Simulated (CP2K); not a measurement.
## HgTe in CP2K: convergence with rel cutoff ry

Input of the first run (rel cutoff ry 20); the others differ in this setting and in those tied to it:

File hgte_converge.inp:

```
&GLOBAL
  PROJECT hgte_converge
  RUN_TYPE ENERGY_FORCE
  PRINT_LEVEL LOW
&END GLOBAL
&FORCE_EVAL
  METHOD QS
  STRESS_TENSOR ANALYTICAL
  &DFT
    BASIS_SET_FILE_NAME BASIS_MOLOPT_UZH
    POTENTIAL_FILE_NAME POTENTIAL_UZH
    &MGRID
      CUTOFF 450
      REL_CUTOFF 20
      NGRIDS 5
    &END MGRID
    &QS
      METHOD GPW
      EPS_DEFAULT 1.0E-10
    &END QS
    &KPOINTS
      SCHEME MONKHORST-PACK 7 7 7
      GAMMA_CENTERED T
      SYMMETRY T
      SYMMETRY_BACKEND SPGLIB
    &END KPOINTS
    &SCF
      SCF_GUESS ATOMIC
      EPS_SCF 1.0E-6
      MAX_SCF 100
      ADDED_MOS 10
      CHOLESKY OFF
      EPS_EIGVAL 1.0E-7
      &DIAGONALIZATION ON
        ALGORITHM STANDARD
      &END DIAGONALIZATION
      &MIXING ON
        METHOD BROYDEN_MIXING
        ALPHA 0.4
        BETA 1.5
        NBUFFER 8
      &END MIXING
      &SMEAR ON
        METHOD FERMI_DIRAC
        ELECTRONIC_TEMPERATURE [K] 580.226
      &END SMEAR
    &END SCF
    &XC
      &XC_FUNCTIONAL PBE
      &END XC_FUNCTIONAL
    &END XC
    &PRINT
      &KPOINTS ON
      &END KPOINTS
      &MULLIKEN ON
      &END MULLIKEN
      &MO ON
        ENERGIES T
        OCCUPATION_NUMBERS T
        &EACH
          QS_SCF 0
        &END EACH
        ADD_LAST NUMERIC
      &END MO
    &END PRINT
  &END DFT
  &SUBSYS
    &CELL
      A 4.5807373659 0.0000000000 0.0000000000
      B -3.5190045688 2.9325350228 0.0000000000
      C -0.5308663985 -1.4662675114 4.3071330682
      PERIODIC XYZ
    &END CELL
    &COORD
      Hg  2.2903686830 0.0000000000 2.1535665341
      Te  0.0000000000 0.0000000000 0.0000000000
    &END COORD
    &KIND Hg
      BASIS_SET TZVP-MOLOPT-PBE-GTH-q12
      POTENTIAL GTH-PBE-q12
    &END KIND
    &KIND Te
      BASIS_SET TZVP-MOLOPT-PBE-GTH-q6
      POTENTIAL GTH-PBE-q6
    &END KIND
    &PRINT
      &ATOMIC_COORDINATES ON
      &END ATOMIC_COORDINATES
      &CELL ON
      &END CELL
    &END PRINT
  &END SUBSYS
  &PRINT
    &FORCES ON
    &END FORCES
    &STRESS_TENSOR ON
    &END STRESS_TENSOR
  &END PRINT
&END FORCE_EVAL
```

Potentials or basis: POTENTIAL_UZH Hg GTH-PBE-q12, Te GTH-PBE-q6; TZVP-MOLOPT-PBE-GTH basis.

Run with:

```sh
$ OMP_NUM_THREADS=1 cp2k.psmp -i hgte_converge.inp -o hgte_converge.out
```

Measurements of this composition are mostly on another form, of space group No. 216.

Hardware: 1 thread of Arm Neoverse V2, on a shared host.

Q: The values tried are 20, 30, 40, 50, 60, 80, 100, loosest first. From which on does the pressure stay within 0.1 GPa of the tightest run that finished?

A: From 30 on.

```tsv
rel cutoff ry	energy less the tightest run, at zero smearing (meV/atom)	pressure (GPa)	SCF cycles	CPU time (s)	peak memory (GiB)
20	-18.36	1.16	14	20	0.33
30	-0.19	0.56	13	19	0.33
40	0.00	0.55	13	21	0.33
50	0.00	0.55	13	24	0.33
60	0.00	0.55	13	25	0.33
80	0.00	0.55	13	28	0.33
100	0.00	0.55	13	33	0.33
```

Against the tightest run, the energy stays within 1 meV/atom from 30 on. The tightest run that finished is the yardstick and may itself not be fully converged.

Caveat, for the tightest run too: the basis of atomic orbitals isn't converged, which shifts pressures, moduli and gaps. Spin-orbit coupling is left out, which matters for the levels of Hg, Te.
